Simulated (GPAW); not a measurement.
A run of GPAW 26.7.0:

File run.py:

```python
from ase.dft.bandgap import bandgap
from ase.io import read, write
from ase.units import GPa
from gpaw import GPAW, PW

atoms = read('POSCAR')

calc = GPAW(mode=PW(800),
            xc='PBE',
            kpts={'size': (9, 9, 9), 'gamma': True},
            occupations={'name': 'methfessel-paxton', 'order': 0, 'width': 0.026000000000000002},
            nbands=16,
            convergence={'density': 1e-05, 'energy': 1e-05},
            maxiter=150,
            txt='gpaw.txt')
atoms.calc = calc
energy = atoms.get_potential_energy()
forces = atoms.get_forces()
stress = atoms.get_stress()
calc.write('gs.gpw')
write('result.traj', atoms)
print(f'Energy: {energy:.6f} eV')
print('Forces (eV/A):')
print(forces.round(4))
print('Stress (GPa):', (stress / GPa).round(3))
print('Fermi level:', round(calc.get_fermi_level(), 4), 'eV')
print(f'Gap: {bandgap(calc)[0]:.4f} eV, direct: {bandgap(calc, direct=True)[0]:.4f} eV')
```

Contents of POSCAR:

```
SrO
1.0
    0.0000000000      2.5663000000      2.5663000000
    2.5663000000      0.0000000000      2.5663000000
    2.5663000000      2.5663000000      0.0000000000
Sr O
1 1
Direct
    0.5000000000      0.5000000000      0.5000000000
    0.0000000000      0.0000000000      0.0000000000
```

Potentials or basis: GPAW PAW data sets (gpaw-data 1.2.1), pw.

The run is started by

```sh
$ OMP_NUM_THREADS=1 python run.py
```

Hardware: 1 thread of Arm Neoverse V2, with other jobs on the host.

Problem. How long does it take, and how much memory?

Solution. It took 14 s on 1 thread of Arm Neoverse V2 (shared host), peak memory 0.16 GiB. Counts: scf iterations 10, plane waves 1807, bands 16, k points 35.
